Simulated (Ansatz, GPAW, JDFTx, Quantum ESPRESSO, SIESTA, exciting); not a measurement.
C: programs and potentials compared

```
CELL_PARAMETERS angstrom
0.00000 1.78337 1.78337
1.78337 0.00000 1.78337
1.78337 1.78337 0.00000
ATOMIC_POSITIONS crystal
C 0.75000 0.75000 0.75000
C 0.50000 0.50000 0.50000
```

Alike in all runs: task band structure; functional PBE; k mesh 13 × 13 × 13; occupations fermi-dirac, width 0.05 eV; no spin polarisation; no spin-orbit coupling. Pressure is positive in compression and, in plane waves, holds the error of the finite cutoff, which Ansatz's Pulay term estimates and takes out. Gaps are the smaller of the mesh's and the band path's.

| program and potentials | plane-wave cutoff (eV) | notes | band gap (eV) | pressure (GPa) |
| --- | --- | --- | --- | --- |
| Ansatz, Ansatz PAW | 420 | Pulay term of +1.04 GPa included | 4.14 | 1.78 |
| Ansatz, Ansatz PAW polarizable | 420 | Pulay term of +1.04 GPa included | 4.14 | 1.78 |
| Ansatz, Ansatz PAW (files of its older set among them) | 800 | Pulay term of +0.24 GPa included | 4.14 | 1.78 |
| Ansatz, SSSP efficiency PAW | 612 | Pulay term of +0.21 GPa included | 4.15 | 2.26 |
| SIESTA, files ansatz-sr-pbe-nc, DZP (energy shift 0.002 Ry) | - | atomic basis | 4.23 | 10.37 |
| SIESTA, files PseudoDojo sr-pbe-0.4.1-standard, TZDP (energy shift 0.01 Ry) | - | atomic basis | 4.26 | 10.40 |
| Ansatz, Ansatz NC | 1116 | - | 4.14 | 1.73 |
| JDFTx, PseudoDojo-SR-PBE-0.5-standard | 1116 | - | 4.18 | - |
| Quantum ESPRESSO, PseudoDojo 0.4.1 SR PBE standard | 1116 | - | ? | ? |
| exciting, all-electron LAPW+lo, shipped species files, valence relativity iora* | - | - | 4.14 | - |
| GPAW, GPAW PAW data sets (gpaw-data 1.2.1) | 800 | - | 4.13 | 1.42 |

Q: Estimate from the other rows what the run with Quantum ESPRESSO, PseudoDojo 0.4.1 SR PBE standard gave.

A: Band gap 4.19 eV; pressure 1.85 GPa. The other rows, which needn't bracket it: band gap 4.13 to 4.26; pressure 1.42 to 10.40.
